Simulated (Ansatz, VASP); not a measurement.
One calculation of HfO2, two programs

Contents of INCAR:

```
ALGO = Normal
EDIFF = 1E-6
ENCUT = 520
GGA = PS
ISIF = 2
ISMEAR = 0
LASPH = True
LCHARG = False
LREAL = False
LWAVE = False
NBANDS = 18
NELM = 100
PREC = Accurate
SIGMA = 0.05
```

Contents of KPOINTS:

```
k-points
0
Gamma
  8 8 8
```

Contents of POSCAR:

```
HfO2
1.0
    0.0000000000      2.5575000000      2.5575000000
    2.5575000000      0.0000000000      2.5575000000
    2.5575000000      2.5575000000      0.0000000000
Hf O
1 2
Direct
    0.0000000000      0.0000000000      0.0000000000
    0.2500000000      0.2500000000      0.2500000000
    0.7500000000      0.7500000000      0.7500000000
```

Input for Ansatz:

```yaml
crystal:
  lattice:
    - [0.0, 2.5575, 2.5575]
    - [2.5575, 0.0, 2.5575]
    - [2.5575, 2.5575, 0.0]
  atoms:
    - { symbol: Hf, position: [0.0, 0.0, 0.0] }
    - { symbol: O, position: [0.25, 0.25, 0.25] }
    - { symbol: O, position: [0.75, 0.75, 0.75] }
basis:
  ecutwfc: 420
  ecutrho_ratio: 4
kpoints:
  mp_grid: { grid: [8, 8, 8] }
hamiltonian:
  xc: pbesol
scf:
  occupations: { method: gaussian, width: 0.05 }
output:
  forces: true
  stress: true
  eigenvalues: true
```

Measurements of this composition are mostly on another form, of space group No. 14.

Alike in both runs: task single point; functional PBEsol; k mesh 8 × 8 × 8; occupations gaussian, width 0.05 eV; no spin polarisation.

|  | VASP | Ansatz |
| --- | --- | --- |
| version | VASP 6.6.1 | Ansatz 0.2.0 |
| potentials or method | VASP PAW PBE potentials, release 64 (Hf_pv, O) | scalar-relativistic, plane waves, PAW |
| plane-wave cutoff (eV) | 520 | 420 |
| valence electrons in the cell | 22 | 38 |

Ansatz gave:

* gap on the k mesh at the Fermi level (eV): 3.59
* least direct gap on the mesh (eV): 3.59
* pressure (GPa): -10.2

Problem. What did VASP give for the same quantities?

Solution. gap on the k mesh at the Fermi level (eV): 3.60; least direct gap on the mesh (eV): 3.60; pressure (GPa): -13.5.

One of these differences is far larger than is usual between the two programs; its cause wasn't traced. The functional is the same, so the differences come from potentials, cutoffs and numerics. The two sets of potentials don't hold the same shells in valence.

Caveats: the PAW data sets were made with another functional, which shifts forces and pressure a little (VASP); spin-orbit coupling is left out, which moves the levels of the heavy elements. A k mesh can miss the band edges. A hybrid or GW would open this gap; PBEsol tends to underestimate it.
